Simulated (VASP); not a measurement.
Set up this calculation in VASP 6.6.1, as the native input.

```yaml
Task: single point
Functional: PBEsol
Potentials_or_basis: VASP PAW PBE potentials, release 64 (Si, Mg)
Cutoff: 520 eV
k_mesh: 9 × 9 × 7
Occupations: fermi-dirac, width 0.05 eV
Spin: no spin polarisation
Ladder: free
Further_INCAR_settings: ALGO = Normal; EDIFF = 1e-07; NBANDS = 10
```

The structure of MgSi lies in POSCAR:

```
MgSi
1.0
    2.9083940000      0.0000000000      0.0000000000
    0.0000000000      2.9083940000      0.0000000000
    0.0000000000      0.0000000000      4.1034270000
Si Mg
1 1
Direct
    0.5000000000      0.5000000000      0.5000000000
    0.0000000000      0.0000000000      0.0000000000
```

The cell comes from a database or a generator and needn't be the stable form of this composition.

These files were run (other wordings do the same):

INCAR

```
PREC = Accurate
ENCUT = 520
EDIFF = 1E-7
ISMEAR = -1
SIGMA = 0.05
LREAL = False
LASPH = True
NELM = 60
ALGO = Normal
ISIF = 2
LWAVE = False
LCHARG = False
GGA = PS
NBANDS = 10
```

KPOINTS

```
Automatic mesh
0
Gamma
  9 9 7
```

Potentials or basis: VASP PAW PBE potentials, release 64 (Si, Mg).

Run with:

```sh
$ cat potpaw_PBE.64/Si/POTCAR potpaw_PBE.64/Mg/POTCAR > POTCAR
$ mpirun -np 1 vasp_std > vasp.out
```

Results of the run:

```json
{
 "Pressure": "-1.5 GPa",
 "Band gap on the k mesh": "none (metal or under the smearing width)"
}
```

Caveat: the PAW data sets were made with another functional, which shifts forces and pressure a little.

It took 10 s on 1 thread of Intel(R) Xeon(R) Platinum 8259CL CPU @ 2.50GHz (Skylake/Cascade Lake) (shared host), peak memory 0.16 GiB.
